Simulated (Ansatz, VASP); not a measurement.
# PbS: VASP beside Ansatz

INCAR

```
SYSTEM = PbS
PREC     = Accurate       ! precision mode
ENCUT    = 520            ! plane-wave cutoff, eV
EDIFF    = 1E-6           ! SCF threshold, eV
ISMEAR   = 0              ! smearing method
SIGMA    = 0.03           ! smearing width, eV
LREAL    = .FALSE.        ! projectors in reciprocal space
LASPH    = .TRUE.         ! aspherical terms in the spheres
NELM     = 60             ! most SCF steps
ALGO     = Normal         ! electronic algorithm
ISIF     = 2              ! what is computed and relaxed
LWAVE    = .FALSE.        ! write WAVECAR
LCHARG   = .FALSE.        ! write CHGCAR
GGA      = PE             ! functional
IVDW     = 12             ! dispersion correction
NBANDS   = 17             ! bands
```

The input KPOINTS:

```
Automatic mesh
0
G
  10 10 10
  0 0 0
```

POSCAR

```
PbS
1.0
    0.0000000000      2.9650000000      3.0391250000
    2.9650000000      0.0000000000      3.0391250000
    2.9650000000      2.9650000000      0.0000000000
Pb S
1 1
Direct
    0.0000000000      0.0000000000      0.0000000000
    0.5000000000      0.5000000000      0.5000000000
```

Input for Ansatz:

```yaml
crystal:
  lattice:
    - [0.0, 2.965, 3.039125]
    - [2.965, 0.0, 3.039125]
    - [2.965, 2.965, 0.0]
  atoms:
    - { symbol: Pb, position: [0.0, 0.0, 0.0] }
    - { symbol: S, position: [0.5, 0.5, 0.5] }
basis:
  ecutwfc: 420
kpoints:
  mp_grid: { grid: [10, 10, 10] }
hamiltonian:
  xc: pbe
  dispersion: d3bj
scf:
  occupations: { method: gaussian, width: 0.03 }
output:
  forces: true
  stress: true
  eigenvalues: true
```

Change from the starting cell: strain +0.000 along x and y, +0.025 along z, atoms carried along.

Alike in both runs: task single point; functional PBE; dispersion D3(BJ); k mesh 10 × 10 × 10; occupations gaussian, width 0.03 eV; no spin polarisation.

|  | VASP | Ansatz |
| --- | --- | --- |
| version | VASP 6.6.1 | Ansatz 0.2.0 |
| potentials or method | VASP PAW PBE potentials, release 64 (Pb_d, S) | scalar-relativistic, plane waves, PAW |
| plane-wave cutoff (eV) | 520 | 420 |
| valence electrons in the cell | 20 | 20 |

|  | VASP | Ansatz | Ansatz less VASP |
| --- | --- | --- | --- |
| gap on the k mesh at the Fermi level (eV) | 0.43 | 0.43 | -0.007 |
| least direct gap on the mesh (eV) | 0.43 | 0.43 | -0.007 |
| pressure (GPa) | -1.2 | -1.1 | +0.07 |
| largest component of the traceless stress (GPa) | 1.84 | 1.83 | -0.002 |

Caveats: spin-orbit coupling is left out, which as a rule narrows the gap of such compounds by several tenths of an eV.
